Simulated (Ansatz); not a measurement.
# Ta (Im-3m) in Ansatz: a series of runs

One crystal, Ta, is run at these levels: PBE; tasks: single point, equation of state.

All numbers are computed with Ansatz 0.2.0; they aren't measurements. Logs are shortened: lines on timing, memory, paths and dates and some standing lists are left out, and cuts for length are marked.

**Experimental background.**

From “Refinement of the equation of state of tantalum”, 2004, arxiv:cond-mat/0403080, for a bulk crystal of Ta: bulk modulus 194 GPa.

How close the calculation comes is told below.

## Step 1: The crystal as given

The structure is cubic, space group Im-3m (No. 229). Conventional cell: a = 3.303 Å, b = 3.303 Å, c = 3.303 Å, α = 90.00°, β = 90.00°, γ = 90.00°. Ta (site symmetry m-3m) is surrounded by 8 Ta at 2.86 Å.

## Step 2: Single point, PBE, 16.93 Å³/atom (volume scaled by 0.94)

input.yaml reads:

```yaml
crystal:
  lattice:
    - [-1.6175709496, 1.6175709496, 1.6175709496]
    - [1.6175709496, -1.6175709496, 1.6175709496]
    - [1.6175709496, 1.6175709496, -1.6175709496]
  atoms:
    - { symbol: Ta, position: [0.0, 0.0, 0.0] }
hamiltonian:
  xc: pbe
  pseudopotentials: { kind: nc }
kpoints:
  mp_grid: { grid: [11, 11, 11] }
scf:
  occupations: { method: fermi_dirac, width: 0.05 }
output:
  forces: true
  stress: true
  eigenvalues: true
```

Potentials or basis: Ansatz NC.

Command:

```
$ ansatz run input.yaml --threads 2 --pin off --max-ram 5632MiB --backend cpu --events-out ev --progress --plain --runs-dir out
```

Output:

```text
Warning: RAYON_NUM_THREADS=2 ignored (pool sized by the plan → 2); use --threads N
Engine: ansatz 0.2.0, aarch64-unknown-linux-gnu
Pseudopotentials: kind: nc
Pseudopotential: Ta, nc, valence charge 27, recommended cutoff 1000 eV (normal), Ta.nc.azcp
Functional definition: PBE
  parameter kappa = 0.804
  parameter beta = 0.06672455060314922
  exchange = pbe_x(kappa = kappa, mu = beta*pi^2/3)
  correlation = pbe_c(beta = beta)
Crystal: 1 atoms, lattice volume = 16.930 Å³
Basis set: ecut = 1000 eV, 1205 PW (Γ), exchange–correlation on 60×60×60 points (8 copies of the dense FFT grid, shifted against one another)
Bands: 18, of which v1, the nominal top of the filled ones, is band 14 counted from 1 (13 counted from 0)
Symmetry: 48 space group operations
Space group: Im-3m (ITA 229), of the structure as read, at distance tolerance 2.6e-5 Å
k-points: 56 of 1331
Non-local potential: Ta, projectors of the file, l = 0: 2, l = 1: 2, l = 2: 2, l = 3: 2
Initial density: superposition of atomic densities (chi_scale 0.1, normalization cell)
Initial wavefunctions: pseudopotential atomic-orbital guess
Functional: x = pbe(κ = 0.804, μ = 0.2195149727645171), c = pbe(β = 0.06672455060314922)
SCF iter   1: F=—  HF=-8067.025252 eV  |F-HF|=—  |Δ(HF+E_count)|=         —  Δρ=4.43e-2  dr2=3.50e-1  ethr=3.10e-3  ⟨swp⟩=5.1  Hψ=4326  notcnv=0
preconditioner: auto → none  [insulator: Δε(μ)=0.166 eV  Ē_g=24.989 eV  σ=0.050 eV  W_gap=0.68  n_scr=12 (ndim 8)  ℏωp=45.1 eV  f_vac=0.000  D(μ)=0.57/eV (n_scr^D=0)  ε∞_Penn≈4.3]
SCF iter   2: F=—  HF=-8066.899894 eV  |F-HF|=—  |Δ(HF+E_count)|=   1.25e-1  Δρ=1.74e-2  dr2=1.99e-2  ethr=1.30e-3  ⟨swp⟩=2.6  Hψ=2372  notcnv=0  defer=10
SCF iter   3: F=—  HF=-8066.897994 eV  |F-HF|=—  |Δ(HF+E_count)|=   1.90e-3  Δρ=5.97e-3  dr2=2.36e-3  ethr=7.38e-5  ⟨swp⟩=1.8  Hψ=1396  notcnv=0  defer=10
SCF iter   4: F=—  HF=-8066.898186 eV  |F-HF|=—  |Δ(HF+E_count)|=   1.91e-4  Δρ=6.96e-4  dr2=1.98e-5  ethr=8.76e-6  ⟨swp⟩=1.9  Hψ=1367  notcnv=0  defer=10
SCF iter   5: F=—  HF=-8066.898198 eV  |F-HF|=—  |Δ(HF+E_count)|=   1.24e-5  Δρ=7.51e-5  dr2=1.96e-7  ethr=7.35e-8  ⟨swp⟩=2.4  Hψ=1711  notcnv=0  defer=10
SCF iter   6: F=-8066.898198 eV  HF=-8066.898198 eV  |F-HF|=2.71e-10  |Δ(HF+E_count)|=   5.04e-8  Δρ=6.56e-6  dr2=1.29e-9  ethr=3.70e-10  ⟨swp⟩=6.1  Hψ=4584  notcnv=0
SCF 1 converged in 6 iterations: F = -8066.898198 eV  dr2 = 1.29e-9
SCF converged after 6 iterations
Free energy (F): -8066.898198 eV
Harris-Foulkes:  -8066.898198 eV  (|F-HF|=2.71e-10)
Internal energy: -8066.891997 eV  (E = F + TS)
E sigma→0 (E₀):  -8066.895098 eV
Entropy (-TS):   -0.006201 eV (-6.201 meV/atom)
Fermi energy:    28.610668 eV
--- Per-component energies (eV) ---
  E_band       = 166.129080
  E_kinetic    = 3557.127271
  E_local      = -4440.096521  (includes V_loc(G=0)·N_el)
  E_nonlocal   = -1654.688296
  E_hartree    = 1716.139081
  E_xc         = -1341.107551
  E_vxc        = -728.493253  (∫ρ·V_xc dr)
  E_ewald      = -5904.265980
  E_smearing   = -0.006201  (= −TS)
  E_closure    = -0.000000  (closes the sum)
  Σ components = -8066.898198   (vs F -8066.898198, Δ=0.00e0)
--- Forces (eV/Å), atoms counted from 1 ---
  atom   1  Ta    -0.00000000    -0.00000000     0.00000000
  max |Σ_I F_I| component: 8.22e-33 eV/Å
--- Stress (GPa, compression-positive) ---
       16.987991      -0.000000       0.000000
        0.000000      16.987991      -0.000000
       -0.000000      -0.000000      16.987991
  P = ⅓ Tr σ = 16.9880 GPa (169.880 kbar)
--- Band table (eV; the first three rows and the last of 56) ---
  k-point 0: bands = ["-38.3663", "-4.1904", "-4.1904", "-4.1904", "9.9210", "9.9210", "9.9210", "9.9874", "9.9874", "9.9874", "10.0396", "20.4835", "29.3307", "29.3307", "29.3307", "32.8277", "32.8277", "43.4624"]
  k-point 1: bands = ["-38.3544", "-4.3153", "-4.2283", "-4.1913", "9.9230", "9.9254", "9.9258", "9.9830", "9.9858", "9.9860", "10.0337", "20.8771", "29.0756", "29.2446", "29.7229", "32.4403", "32.8285", "43.8126"]
  k-point 2: bands = ["-38.3223", "-4.6401", "-4.3288", "-4.1938", "9.9275", "9.9372", "9.9386", "9.9721", "9.9790", "9.9832", "10.0212", "21.9292", "28.4612", "28.8414", "30.8647", "32.0680", "32.8864", "44.3601"]
  k-point 55: bands = ["-38.1077", "-5.1869", "-5.1644", "-5.1644", "9.9068", "9.9445", "9.9464", "9.9464", "10.0044", "10.0055", "10.0055", "24.5271", "24.5830", "34.8551", "34.8551", "35.7375", "37.1988", "39.1152"]
```

Wall time 0.93 s (2 threads of Arm Neoverse V2, shared host); peak memory 0.27 GiB.

Results:

```
Free energy            : -8066.8982 eV
Pressure               : 17.0 GPa
Band gap on the k mesh : none (metal or under the smearing width)
```

## Step 3: Single point, PBE, 17.29 Å³/atom (volume scaled by 0.96)

input.yaml reads:

```yaml
crystal:
  lattice:
    - [-1.6289626696, 1.6289626696, 1.6289626696]
    - [1.6289626696, -1.6289626696, 1.6289626696]
    - [1.6289626696, 1.6289626696, -1.6289626696]
  atoms:
    - { symbol: Ta, position: [0.0, 0.0, 0.0] }
hamiltonian:
  xc: pbe
  pseudopotentials: { kind: nc }
kpoints:
  mp_grid: { grid: [11, 11, 11] }
scf:
  occupations: { method: fermi_dirac, width: 0.05 }
output:
  forces: true
  stress: true
  eigenvalues: true
  write_density: true
  write_potential: true
  elf: true
  volumetric_format: npy
```

Potentials or basis: Ansatz NC.

Command:

```
$ ansatz run input.yaml --threads 2 --pin off --max-ram 5632MiB --backend cpu --events-out ev --progress --plain --runs-dir out
```

It took 1.5 s on 2 threads of Arm Neoverse V2, shared host; peak memory 0.27 GiB.

It converged, with:

- Free energy: -8066.9303 eV
- Pressure: 11.6 GPa
- Band gap on the k mesh: none (metal or under the smearing width)

## Step 4: Single point, PBE, 17.65 Å³/atom (volume scaled by 0.98)

input.yaml reads:

```yaml
crystal:
  lattice:
    - [-1.64019725, 1.64019725, 1.64019725]
    - [1.64019725, -1.64019725, 1.64019725]
    - [1.64019725, 1.64019725, -1.64019725]
  atoms:
    - { symbol: Ta, position: [0.0, 0.0, 0.0] }
hamiltonian:
  xc: pbe
  pseudopotentials: { kind: nc }
kpoints:
  mp_grid: { grid: [11, 11, 11] }
scf:
  occupations: { method: fermi_dirac, width: 0.05 }
output:
  forces: true
  stress: true
  eigenvalues: true
```

Command:

```
$ ansatz run input.yaml --threads 2 --pin off --max-ram 5632MiB --backend cpu --events-out ev --progress --plain --runs-dir out
```

It took 0.95 s on 2 threads of Arm Neoverse V2, shared host; peak memory 0.27 GiB.

It converged, with:

```yaml
Free_energy: -8066.9509 eV
Pressure: 6.8 GPa
Band_gap_on_the_k_mesh: none (metal or under the smearing width)
```

## Step 5: Single point, PBE, 18.01 Å³/atom

input.yaml: that of step 4 with these lines changed.

```diff
@@ -2,5 +2,5 @@
   lattice:
-    - [-1.64019725, 1.64019725, 1.64019725]
-    - [1.64019725, -1.64019725, 1.64019725]
-    - [1.64019725, 1.64019725, -1.64019725]
+    - [-1.65128, 1.65128, 1.65128]
+    - [1.65128, -1.65128, 1.65128]
+    - [1.65128, 1.65128, -1.65128]
   atoms:
```

Command:

```
$ ansatz run input.yaml --threads 2 --pin off --max-ram 5632MiB --backend cpu --events-out ev --progress --plain --runs-dir out
```

Wall time 1.1 s (2 threads of Arm Neoverse V2, shared host); peak memory 0.27 GiB.

Results (log left out):

```yaml
Free_energy: -8066.9614 eV
Pressure: 2.5 GPa
Band_gap_on_the_k_mesh: none (metal or under the smearing width)
```

## Step 6: Single point, PBE, 18.37 Å³/atom (volume scaled by 1.02)

input.yaml reads:

```yaml
crystal:
  lattice:
    - [-1.6622159478, 1.6622159478, 1.6622159478]
    - [1.6622159478, -1.6622159478, 1.6622159478]
    - [1.6622159478, 1.6622159478, -1.6622159478]
  atoms:
    - { symbol: Ta, position: [0.0, 0.0, 0.0] }
hamiltonian:
  xc: pbe
  pseudopotentials: { kind: nc }
kpoints:
  mp_grid: { grid: [11, 11, 11] }
scf:
  occupations: { method: fermi_dirac, width: 0.05 }
output:
  forces: true
  stress: true
  eigenvalues: true
  write_density: true
  write_potential: true
  elf: true
  volumetric_format: npy
```

Potentials or basis: Ansatz NC.

Command:

```
$ ansatz run input.yaml --threads 2 --pin off --max-ram 5632MiB --backend cpu --events-out ev --progress --plain --runs-dir out
```

It took 1.6 s on 2 threads of Arm Neoverse V2, shared host; peak memory 0.28 GiB.

Results (log left out):

```
Free energy            : -8066.9627 eV
Pressure               : -1.3 GPa
Band gap on the k mesh : none (metal or under the smearing width)
```

## Step 7: Single point, PBE, 18.73 Å³/atom (volume scaled by 1.04)

input.yaml: that of step 6 with these lines changed.

```diff
@@ -2,5 +2,5 @@
   lattice:
-    - [-1.6622159478, 1.6622159478, 1.6622159478]
-    - [1.6622159478, -1.6622159478, 1.6622159478]
-    - [1.6622159478, 1.6622159478, -1.6622159478]
+    - [-1.6730098603, 1.6730098603, 1.6730098603]
+    - [1.6730098603, -1.6730098603, 1.6730098603]
+    - [1.6730098603, 1.6730098603, -1.6730098603]
   atoms:
```

Command:

```
$ ansatz run input.yaml --threads 2 --pin off --max-ram 5632MiB --backend cpu --events-out ev --progress --plain --runs-dir out
```

Wall time 1.6 s (2 threads of Arm Neoverse V2, shared host); peak memory 0.28 GiB.

It converged, with:

```
Free energy            : -8066.9557 eV
Pressure               : -4.8 GPa
Band gap on the k mesh : none (metal or under the smearing width)
```

## Step 8: Single point, PBE, 19.09 Å³/atom (volume scaled by 1.06)

input.yaml: that of step 7 with these lines changed.

```diff
@@ -2,5 +2,5 @@
   lattice:
-    - [-1.6730098603, 1.6730098603, 1.6730098603]
-    - [1.6730098603, -1.6730098603, 1.6730098603]
-    - [1.6730098603, 1.6730098603, -1.6730098603]
+    - [-1.6836662614, 1.6836662614, 1.6836662614]
+    - [1.6836662614, -1.6836662614, 1.6836662614]
+    - [1.6836662614, 1.6836662614, -1.6836662614]
   atoms:
```

Command:

```
$ ansatz run input.yaml --threads 2 --pin off --max-ram 5632MiB --backend cpu --events-out ev --progress --plain --runs-dir out
```

Wall time 1.6 s (2 threads of Arm Neoverse V2, shared host); peak memory 0.29 GiB.

The run converged. Its results:

```
Free energy            : -8066.9412 eV
Pressure               : -8.0 GPa
Band gap on the k mesh : none (metal or under the smearing width)
```

## Step 9: Equation of state, PBE

Potentials or basis: Ansatz NC.

No new run: the results of the series are fitted here.

What came out:

| Item | Value |
| --- | --- |
| Equilibrium volume | 18.24 Å³/atom |
| Bulk modulus | 193 GPa |
| Pressure derivative of the bulk modulus | 4.4 |

Energy against volume, from the lowest point:
```tsv
volume (Å³/atom)	energy (meV/atom)
16.930	64.46
17.290	32.39
17.650	11.72
18.010	1.28
18.371	0.00
18.731	6.98
19.091	21.44
```

The run has no spin-orbit coupling, so splittings on Ta are missing. PBE usually gives volumes a little too large and moduli too small.

## Step 10: Against experiment

Step 9. Measured bulk modulus of Ta: 194 GPa (quoted in “Refinement of the equation of state of tantalum”, 2004, arxiv:cond-mat/0403080). This calculation gives 193 GPa (-0.4 %). The fit is for a static lattice scaled at fixed shape and fixed fractional positions.
